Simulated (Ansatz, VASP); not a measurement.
## Two plane-wave programs on MgO

Contents of INCAR:

```
  PREC = Accurate
  ENCUT = 520
  EDIFF = 1E-6
  ISMEAR = 0
  SIGMA = 0.05
  LREAL = F
  LASPH = T
  NELM = 100
  ALGO = Normal
  ISIF = 2
  LWAVE = F
  LCHARG = F
  GGA = PS
  NBANDS = 16
```

File KPOINTS:

```
Automatic mesh
0
Gamma
  9 9 6
```

The input POSCAR:

```
MgO
1.0
    3.3724495628      0.0000000000      0.0000000000
   -1.6862247814      2.9206269943      0.0000000000
    0.0000000000      0.0000000000      4.4883431560
Mg O
2 2
Direct
    0.6747286342      0.3494572684      0.7500000000
    0.3252713658      0.6505427316      0.2500000000
    0.6607307308      0.3214614617      0.2500000000
    0.3392692692      0.6785385383      0.7500000000
```

Input for Ansatz:

```yaml
crystal:
  lattice:
    - [3.3724495628, 0.0, 0.0]
    - [-1.6862247814, 2.9206269943, 0.0]
    - [0.0, 0.0, 4.488343156]
  atoms:
    - { symbol: Mg, position: [0.6747286342, 0.3494572684, 0.75] }
    - { symbol: Mg, position: [0.3252713658, 0.6505427316, 0.25] }
    - { symbol: O, position: [0.6607307308, 0.3214614617, 0.25] }
    - { symbol: O, position: [0.3392692692, 0.6785385383, 0.75] }
basis:
  ecutwfc: 520.0
kpoints:
  mp_grid: { grid: [9, 9, 6] }
hamiltonian:
  xc: pbesol
  pseudopotentials: { kind: paw, azcp: { folder: soft_1 } }
scf:
  occupations: { method: gaussian, width: 0.05 }
output:
  forces: true
  stress: true
  eigenvalues: true
```

Change from the starting cell: mode 5 frozen in at +0.049 Å, strain +e along z and -e/2 along x and y +0.0700.

Alike in both runs: task single point; functional PBEsol; k mesh 9 × 9 × 6; occupations gaussian, width 0.05 eV; no spin polarisation.

|  | VASP | Ansatz |
| --- | --- | --- |
| version | VASP 6.6.1 | Ansatz 0.2.0 |
| potentials or method | VASP PAW PBE potentials, release 64 (Mg, O) | scalar-relativistic, plane waves, PAW |
| plane-wave cutoff (eV) | 520 | 520 |
| valence electrons in the cell | 16 | 32 |

```csv
,VASP,Ansatz,Ansatz less VASP
gap on the k mesh at the Fermi level (eV),3.17,3.17,+0.009
least direct gap on the mesh (eV),3.17,3.17,+0.009
pressure (GPa),2.3,2.6,+0.31
largest component of the traceless stress (GPa),10.42,10.26,-0.160
rms of the force components (eV/Å),0.144,0.143,-0.0018
```

Atom by atom the forces differ by 0.002 eV/Å (rms over components). The functional is the same, so the differences come from potentials, cutoffs and numerics. The two sets of potentials don't hold the same shells in valence. Ansatz warned: «pseudo_functional_mismatch».

Caveats: the PAW data sets were made with another functional, which shifts forces and pressure a little (VASP).
